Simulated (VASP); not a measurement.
**ZrSi2: relaxation of cell and atoms with PBEsol**

Crystal: ZrSi2.

```xyz
6
Lattice="1.8377 -7.2857 0.0000 1.8377 7.2857 0.0000 0.0000 0.0000 3.6579" Properties=species:S:1:pos:R:3 pbc="T T T"
Zr    1.8377   -5.7600    0.9145
Zr    1.8377    5.7600    2.7434
Si    1.8377   -0.7854    0.9145
Si    1.8377    0.7854    2.7434
Si    1.8377    3.6400    0.9145
Si    1.8377   -3.6400    2.7434
```

```
Program                : VASP 6.6.1
Task                   : relaxation of cell and atoms
Functional             : PBEsol
Potentials or basis    : VASP PAW PBE potentials, release 64 (Zr_sv, Si)
Cutoff                 : 600 eV
k mesh                 : 10 × 10 × 10
Occupations            : methfessel-paxton, width 0.1 eV
Spin                   : no spin polarisation
Further INCAR settings : ALGO = Normal; EDIFF = 1e-07; IBRION = 2; EDIFFG = -0.005; NSW = 90; ISIF = 3
```

The relaxed volume is 16.33 Å³/atom and the relaxed cell is a = 7.514 Å, b = 7.514 Å, c = 3.659 Å, α = 90.00°, β = 90.00°, γ = 151.69°. The space group after relaxing (to 0.05 Å) is Cmcm (No. 63) and the energy gained by relaxing is 0.0 meV/atom. The ionic steps are 3, the pressure after relaxing is 0.0 GPa and the largest force after relaxing is 0.004 eV/Å. The band gap on the k mesh is none (metal or under the smearing width).

Forces in eV/Å, atoms in the order of the input:
```
Zr   0.000  0.002  0.000
Zr   0.000 -0.002  0.000
Si   0.000  0.001  0.000
Si   0.000 -0.001  0.000
Si   0.000 -0.004  0.000
Si   0.000  0.004  0.000
```

Final structure:
```
Zr Si
1.0
     1.83792   -7.28614    0.00000
     1.83792    7.28614    0.00000
     0.00000    0.00000    3.65855
Zr Si
2 4
Direct
  0.89529 0.10471 0.25000
  0.10471 0.89529 0.75000
  0.55390 0.44610 0.25000
  0.44610 0.55390 0.75000
  0.25021 0.74979 0.25000
  0.74979 0.25021 0.75000
```

Levels at points of the mesh, in eV from the Fermi level:
```tsv
k point	band 16	band 17	band 18	band 19	band 20	band 21	band 22	band 23	band 24
(0.00, 0.00, 0.00)	-2.48	-2.40	-2.40	-2.33	0.01	1.08	1.36	1.46	1.60
(0.50, 0.00, 0.00)	-2.61	-1.77	-1.58	-0.89	-0.49	-0.46	0.96	0.99	2.11
(0.50, 0.50, 0.00)	-2.76	-2.70	-1.87	-1.48	0.41	0.99	1.16	1.45	1.73
(0.00, 0.00, 0.50)	-2.50	-1.96	-1.96	-0.06	-0.06	0.21	0.21	1.60	1.60
(0.50, 0.00, 0.50)	-3.81	-3.22	-3.22	-2.19	-2.19	2.22	2.22	3.16	3.16
(0.50, 0.50, 0.50)	-3.00	-2.26	-2.26	-0.93	-0.93	0.11	0.11	2.33	2.33
```

It took 10 min on 2 MPI ranks on Intel(R) Xeon(R) Platinum 8488C (Sapphire Rapids), with other jobs on the host, peak memory 0.64 GiB a rank.

Caveat: the PAW data sets were made with another functional, which shifts forces and pressure a little.
